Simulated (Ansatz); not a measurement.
Runs of Ansatz 0.2.0 on HfO2. Symmetry: P2_12_12, No. 18, orthorhombic system. The conventional cell has a = 5.080 Å, b = 5.165 Å, c = 4.891 Å, α = 90.00°, β = 90.00°, γ = 90.00°. Around Hf (site symmetry 1) lie 7 O at 1.99 to 2.25 Å. O (site symmetry 1) has 3 Hf at 1.99 to 2.25 Å as nearest neighbours. O (site symmetry 2) has 4 Hf at 2.13 to 2.15 Å as nearest neighbours. O (site symmetry 2) has 4 Hf at 2.16 to 2.18 Å as nearest neighbours. The cell comes from a database or a generator and needn't be the stable form of this composition.

| task | level | U | cell | k mesh | cutoff (eV) | points for each segment of the path | hubbard projectors | double counting | gap on the mesh (eV) | pressure (GPa) | relaxed volume (Å³/atom) | largest force (eV/Å) |
| --- | --- | --- | --- | --- | --- | --- | --- | --- | --- | --- | --- | --- |
| relaxation of cell and atoms | PBE | - | relaxed | 5 × 5 × 6 | 420 | - | - | - | 3.98 | 0.0 | 11.15 | - |
| single point | PBE | - | as given | 5 × 5 × 6 | 250 | - | - | - | (a) | 9.2 | - | 0.43 |
| single point | PBE | - | as given | 9 × 9 × 10 | 420 | - | - | - | 3.86 | 9.9 | - | 0.18 |
| relaxation of cell and atoms | r2SCAN | - | relaxed | 5 × 5 × 6 | 500 | - | - | - | 4.35 | 0.0 | (b) | 0.01 |
| band structure | PBEsol+U | Hf d U = 3.5 eV | as given | 5 × 5 × 6 | 420 | 10 | ortho-atomic (the default) | fll (the default) | 4.22 | 6.9 | - | 0.36 |

Alike in all rows: potentials or basis Ansatz PAW; no spin polarisation; smearing fermi-dirac 0.05 eV.

Question: Estimate the missing entries.

Answer: (a) 3.88; (b) 10.85.

Caveats: spin-orbit coupling is left out, which moves the levels of the heavy elements; odd divisions of the mesh miss points on the zone boundary, where band edges often lie, so the gap on the mesh can be too wide (some runs); the plane-wave basis is chosen anew once the cell has moved, so the energies of steps on either side of that aren't comparable (some runs); the PAW data sets come from PBE, with cores solved anew for the run's functional, which leaves a small shift of forces and pressure (some runs); the pressure holds a Pulay correction of +110.6 GPa for the finite cutoff (some runs); the cutoff lies under the one recommended for these potentials (some runs).

A k mesh can miss the band edges, and the runs leave out spin-orbit coupling on Hf.
